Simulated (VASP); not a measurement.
A run of VASP 6.6.1 is set up as follows.

INCAR

```
ALGO     = Normal         # electronic algorithm
EDIFF    = 1E-7           # SCF threshold, eV
ENCUT    = 520            # plane-wave cutoff, eV
GGA      = PE             # functional
ISIF     = 2              # what is computed and relaxed
ISMEAR   = -1             # smearing method
LASPH    = T              # aspherical terms in the spheres
LCHARG   = F              # write CHGCAR
LREAL    = F              # projectors in reciprocal space
LWAVE    = F              # write WAVECAR
NBANDS   = 12             # bands
NELM     = 100            # most SCF steps
PREC     = Accurate       # precision mode
SIGMA    = 0.1            # smearing width, eV
```

Contents of KPOINTS:

```
Automatic mesh
0
Gamma
  6 6 6
  0.5 0 0
```

POSCAR

```
Ce
1.0
   -2.1227610000      2.0982670000      2.0877000000
    2.0144630000     -2.1828300000      2.0639650000
    2.1002260000      2.1602940000     -2.1722630000
Ce
1
Direct
    0.0027530000      0.0391550000      0.0256010000
```

Potentials or basis: VASP PAW PBE potentials, release 64 (Ce).

Launch:

```sh
$ cat potpaw_PBE.64/Ce/POTCAR > POTCAR
$ mpirun -np 1 vasp_std > vasp.out
```

Estimate the pressure.

-5.1 GPa.

Predict the band gap on the k mesh.

none (metal or under the smearing width).

Stress tensor (GPa, compression positive):
```
-5.86  0.06  0.60
 0.06 -3.96  0.17
 0.60  0.17 -5.42
```

Caveat: the k mesh is coarse (spacing up to 0.37 Å⁻¹), so the values aren't converged. Spin polarisation is off, so any magnetic state and its effect on volume and gap are missing.
